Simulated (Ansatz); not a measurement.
**Sb: stress in a strained cell**

Aim: deform Sb (zz strain of +2 %) and compute stress, forces and field gradients with LAPW, PAW and all-electron datasets made for the crystal.

Method: DFT PBE, scalar-relativistic, in Ansatz 0.2.0.

## Step 1: The starting structure

The structure is tetragonal, space group I4/mmm (No. 139). Conventional cell: a = 3.010 Å, b = 3.010 Å, c = 4.960 Å, α = 90.00°, β = 90.00°, γ = 90.00°. Sb (site symmetry 4/mmm) is surrounded by 12 Sb at 3.01 to 3.27 Å.

Structure file:

```cif
data_structure
_symmetry_space_group_name_H-M 'I4/mmm'
_symmetry_Int_Tables_number 139
_cell_length_a 3.0100
_cell_length_b 3.0100
_cell_length_c 4.9600
_cell_angle_alpha 90.000
_cell_angle_beta 90.000
_cell_angle_gamma 90.000
_cell_volume 44.94
loop_
_atom_site_label
_atom_site_type_symbol
_atom_site_symmetry_multiplicity
_atom_site_Wyckoff_symbol
_atom_site_fract_x
_atom_site_fract_y
_atom_site_fract_z
_atom_site_occupancy
Sb1 Sb 2 a 0.00000 0.00000 0.00000 1
```

The file gives the conventional cell by its symmetry; the runs use the cell typed in the input.

## Step 2: The deformed structure

Space group I4/mmm before, I4/mmm after.

## Step 3: Full-potential LAPW

The input, input.yaml:

```yaml
crystal:
  lattice:
    - [-1.505, 1.505, 2.5296]
    - [1.505, -1.505, 2.5296]
    - [1.505, 1.505, -2.5296]
  atoms:
    - { symbol: Sb, position: [0.0, 0.0, 0.0] }
kpoints:
  mp_grid: { grid: [19, 19, 19] }
  band_path:
    path:
      - [0.0, 0.0, 0.0]
      - [0.0, 0.0, 0.5]
      - [0.25, 0.25, 0.25]
      - [0.0, 0.5, 0.0]
      - [0.0, 0.0, 0.0]
      - [0.5, 0.5, -0.5]
      - [0.3384930784, 0.6615069216, -0.3384930784]
      - [-0.3384930784, 0.3384930784, 0.3384930784]
      - [0.0, 0.0, 0.0]
    npoints: 5
scf:
  occupations: { method: fermi_dirac, width: 0.05 }
hamiltonian:
  xc: pbe
  pseudopotentials: { kind: all_electron, lapw: { basis_error: 0.00025 } }
output:
  forces: true
  stress: true
  eigenvalues: true
```

On the command line:

```
> ansatz run input.yaml --threads 1 --pin off --max-ram 3072MiB --backend cpu --events-out ev --progress --plain --runs-dir out
```

## Step 4: PAW with frozen cores

The input, input.yaml:

```yaml
crystal:
  lattice:
    - [-1.505, 1.505, 2.5296]
    - [1.505, -1.505, 2.5296]
    - [1.505, 1.505, -2.5296]
  atoms:
    - { symbol: Sb, position: [0.0, 0.0, 0.0] }
kpoints:
  mp_grid: { grid: [19, 19, 19] }
scf:
  occupations: { method: fermi_dirac, width: 0.05 }
hamiltonian:
  xc: pbe
  pseudopotentials: { kind: paw }
output:
  forces: true
  stress: true
  eigenvalues: true
  efg: { contact_densities: true }
```

## Step 5: All-electron PAW on datasets made for the crystal

input.yaml: that of step 4 with these lines changed.

```diff
@@ -13,3 +13,3 @@
   xc: pbe
-  pseudopotentials: { kind: paw }
+  pseudopotentials: { kind: all_electron, datasets: crystal }
 output:
```

(Steps that only read results are left out.)

Q: Predict the outcome of this session. Wanted: pressure; largest shear or deviatoric stress.

As calculated:

```
                                 quantity                                              value
                                 pressure  LAPW 16.92, PAW 16.92, crystal datasets 16.92 GPa
largest shear or deviatoric stress (LAPW)                                           1.46 GPa
```

What this shows: The largest part of the stress beyond the pressure is 1.46 GPa in size, in the zz component. No run of the undeformed cell stands beside it, so the pressure holds what the given cell had before the change. PAW: stress within 0.01 GPa of LAPW. Crystal datasets: stress within 0.01 GPa of LAPW. Spin-orbit coupling is left out, though the cell holds Sb; in elements this heavy it can shift bands and gaps by tenths of an eV.
